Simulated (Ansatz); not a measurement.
Here is an unrelaxed guess for Hf.

The sheet is periodic along a and b; c holds vacuum.

```xyz
2
Lattice="4.5256 0.0000 0.0000 -2.2628 3.9193 0.0000 0.0000 0.0000 14.0000" Properties=species:S:1:pos:R:3 pbc="T T F"
Hf    0.0000    2.6129    7.0000
Hf    2.2628    1.3064    7.0000
```

Theory: DFT PBE, scalar-relativistic, plane waves, PAW (Ansatz). Cutoff 420 eV; k points 6×6×1 on the computed 2-atom cell (Γ-centred); Gaussian smearing, width 0.10 eV; no spin polarisation.

Energies count from the standard state of Hf at the same level.

Q: How far from equilibrium is it?

A: The largest force is 0.00 eV/Å (symmetry fixes the atoms), and the energy is +3.88 eV/atom against the standard state. The shortest distance is 2.61 Å.

Q: Is it a good guess?

A: A fair one: relaxing gains about 0.15 eV/atom (the start's value is from the coarse mesh, so the gain is rough) in 9 ionic steps and ends at +3.73 eV/atom on the finer mesh. The symmetry stays p6/mmm (No. 80). The area per atom grows by 15.8 %, from 8.9 to 10.3 Å². The shortest distance goes from 2.61 Å (Hf–Hf) to 2.81 Å (Hf–Hf). In-plane cell: a = 4.869 Å, b = 4.869 Å, γ = 120.0°, thickness 0.00 Å between the outermost nuclei. Hf at height 0.00 Å has 3 Hf at 2.81 Å.

The last run used a 12×12×1 mesh for its 2-atom cell and Gaussian smearing of 0.10 eV. These runs have no spin–orbit coupling, which can matter for Hf. The relaxation can't lower the symmetry of the start, and the grade says only how near the guess is to its own end. A structure relaxed within its symmetry needn't be a true minimum.
